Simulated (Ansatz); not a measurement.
## In: energy above lowest point and pressure against volume scale

All results are calculated (Ansatz 0.2.0). Free energy against uniform scaling of the volume at fixed shape and fractions; periodic cell, basis, potentials, k mesh and filling as listed.

The cell before it is scaled or strained (space group I4/mmm, No. 139):
```
In
1.0
     -1.6309     1.6309     2.4819
      1.6309    -1.6309     2.4819
      1.6309     1.6309    -2.4819
In
1
Direct
  0.00000 0.00000 0.00000
```

Settings of every row: functional PBE; dispersion none; potentials PAW; wave cutoff 489.8 eV; density cutoff 1959.2 eV; k mesh 10x10x10; k shift 0x0x0; occupations fermi dirac; smearing width 0.1 eV; spin none.

Limits: coarse k mesh, up to 40 meV an atom off.

| row | volume scale | V (Å³/atom) | energy above lowest point (meV/atom) | pressure (GPa) |
| --- | --- | --- | --- | --- |
| 1 | 0.9406 | 24.837 | 34.4 | 4.67 |
| 2 | 0.9703 | 25.622 | 15.8 | 2.99 |
| 3 | 1 | 26.406 | ? | ? |
| 4 | 1.0297 | 27.19 | 0 | 0.39 |
| 5 | 1.0594 | 27.974 | 0.6 | -0.6 |

Question: what energy above lowest point and pressure should row 3 give?

Worked fit of energy above lowest point. Take u = (V_r/V)^(2/3) − 1 with V_r = 26.406 Å³ an atom, which is twice the finite (Eulerian) strain; such expansions in the strain, on which the Birch-Murnaghan equation of state is built, carry the rest volume and the bulk modulus. The shown rows have u = 0.04168, 0.0203, -0.01932, -0.03773. Least squares give energy above lowest point = 4.72 + 394.8 × u + 7595 × u² meV/atom; a straight line predicts inner rows, each left out in turn, worse (root mean square 6.9 against 0.17 meV/atom). The rows lie off it by 0.0, -0.1, 0.1, 0.0. Its lowest point lies at u = -0.0260, or V = 27.47 Å³ an atom, and the curvature there gives the bulk modulus at fixed shape and fractions, B = (4/9)(1 + u)² E″(u)/V = 37.4 GPa. Letting shape and atoms relax would as a rule lower it, by much in layered, chain or molecular crystals. The withheld row has u = 0, so the fit gives 4.72 + 394.8 × (0) + 7595 × (0)² = 4.7 meV/atom.

The calculation gave 4.7 meV/atom. The fit meets it to the printed digit.

Worked fit of pressure. Take u = (V_r/V)^(2/3) − 1 with V_r = 26.406 Å³ an atom, which is twice the finite (Eulerian) strain; such expansions in the strain, on which the Birch-Murnaghan equation of state is built, carry the rest volume and the bulk modulus. The shown rows have u = 0.04168, 0.0203, -0.01932, -0.03773. Least squares give pressure = 1.576 + 65.52 × u + 208.7 × u² GPa; a straight line predicts inner rows, each left out in turn, worse (root mean square 0.19 against 0.0048 GPa). All shown rows lie on it to the printed digit. The pressure vanishes at u = -0.0262, or V = 27.48 Å³ an atom, and there the bulk modulus at fixed shape and fractions is B = −V dP/dV = (2/3)(1 + u) dP/du = 35.4 GPa. Letting shape and atoms relax would as a rule lower it, by much in layered, chain or molecular crystals. The withheld row has u = 0, so the fit gives 1.576 + 65.52 × (0) + 208.7 × (0)² = 1.58 GPa.

The calculation gave 1.58 GPa. The fit meets it to the printed digit.
